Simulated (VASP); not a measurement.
## GaP: relaxation of cell and atoms with PBEsol

GaP:

```
Ga P
1.0
     0.00000    2.72525    2.72525
     2.72525    0.00000    2.72525
     2.72525    2.72525    0.00000
Ga P
1 1
Direct
  0.00000 0.00000 0.00000
  0.25000 0.25000 0.25000
```

- Program: VASP 6.6.1
- Task: relaxation of cell and atoms
- Functional: PBEsol
- Potentials or basis: VASP PAW PBE potentials, release 64 (Ga_d, P)
- Cutoff: 600 eV
- k mesh: 8 × 8 × 8
- Occupations: gaussian, width 0.03 eV
- Spin: no spin polarisation
- Further INCAR settings: ALGO = Normal; EDIFF = 1e-06; IBRION = 2; EDIFFG = -0.01; NSW = 90; ISIF = 3

* Relaxed volume: 20.09 Å³/atom
* Relaxed cell: a = 3.844 Å, b = 3.844 Å, c = 3.844 Å, α = 60.00°, β = 60.00°, γ = 60.00°
* Space group after relaxing (to 0.05 Å): F-43m (No. 216)
* Energy gained by relaxing: 0.3 meV/atom
* Ionic steps: 3
* Pressure after relaxing: 0.0 GPa
* Band gap on the k mesh: 1.50 eV, indirect (least direct gap 1.81 eV)

The path:
```
step  energy change (eV)  largest force (eV/Å)  pressure (GPa)  volume (Å³)
   1              0.0000                0.0000           -0.64        40.48
   2             -0.0004                0.0000            0.43        40.01
   3             -0.0006                0.0000           -0.03        40.18
```

Final structure:
```yaml
crystal:
  lattice:
    - [0.00000, 2.71842, 2.71842]
    - [2.71842, 0.00000, 2.71842]
    - [2.71842, 2.71842, 0.00000]
  atoms:
    - { symbol: Ga, position: [0.00000, 0.00000, 0.00000] }
    - { symbol: P, position: [0.25000, 0.25000, 0.25000] }
```

Levels at points of the mesh, in eV from the valence-band top:
| k point | band 7 | band 8 | band 9 | band 10 | band 11 | band 12 |
| --- | --- | --- | --- | --- | --- | --- |
| (0.00, 0.00, 0.00) | 0.00 | 0.00 | 0.00 | 1.81 | 3.82 | 3.82 |
| (0.50, 0.00, 0.00) | -6.74 | -1.14 | -1.14 | 1.61 | 4.65 | 4.65 |
| (0.50, 0.50, 0.00) | -6.84 | -2.74 | -2.74 | 1.50 | 1.71 | 10.61 |

It took 16 s on 4 MPI ranks on Intel(R) Xeon(R) Platinum 8559C (Emerald Rapids) (shared host), peak memory 0.18 GiB a rank.

Caveat: the PAW data sets were made with another functional, which shifts forces and pressure a little. A k mesh can miss the band edges.
